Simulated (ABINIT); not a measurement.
## Pb: band structure with PBEsol

Crystal: Pb.

```xyz
1
Lattice="0.0000 2.4750 2.4750 2.4750 0.0000 2.4750 2.4750 2.4750 0.0000" Properties=species:S:1:pos:R:3 pbc="T T T"
Pb    0.0000    0.0000    0.0000
```

```
Program                                         : ABINIT 10.8.3 (patched build)
Task                                            : band structure
Functional                                      : PBEsol
Potentials or basis                             : JTH PAW PBE v2.0
Cutoff                                          : 463 eV
k mesh                                          : 9 × 9 × 9
Occupations                                     : fermi-dirac, width 0.05 eV
Spin                                            : spin-orbit coupling, no magnetisation
Fine-grid cutoff                                : 925.187 eV
Exchange and correlation inside the PAW spheres : full angular mesh (pawxcdev 0, this build's default; the released program takes 1)
```

```
Band gap on the k mesh                                : none (metal or under the smearing width)
Valence electrons inside the program's atomic spheres : Pb 11.42 (radii [1.2714] Å)
```

Levels at the corners of the path, in eV from the Fermi level:
```csv
point,band 11,band 12,band 13,band 14,band 15,band 16,band 17,band 18
Γ,-11.55,-11.55,5.32,5.32,8.51,8.51,8.51,8.51
X,-6.50,-6.50,-3.27,-3.27,1.59,1.59,2.80,2.80
W,-6.40,-6.40,-1.89,-1.89,-0.79,-0.79,0.56,0.56
K,-6.59,-6.59,-2.40,-2.40,-0.97,-0.97,3.15,3.15
Γ,-11.55,-11.55,5.32,5.32,8.51,8.51,8.51,8.51
L,-7.90,-7.90,-4.15,-4.15,4.72,4.72,6.56,6.56
U,-6.59,-6.59,-2.40,-2.40,-0.97,-0.97,3.15,3.15
W,-6.40,-6.40,-1.89,-1.89,-0.79,-0.79,0.56,0.56
L,-7.90,-7.90,-4.15,-4.15,4.72,4.72,6.56,6.56
K,-6.59,-6.59,-2.40,-2.40,-0.97,-0.97,3.15,3.15
```

It took 4.2 min on 1 thread of Arm Neoverse V1 (shared host), peak memory 0.18 GiB.
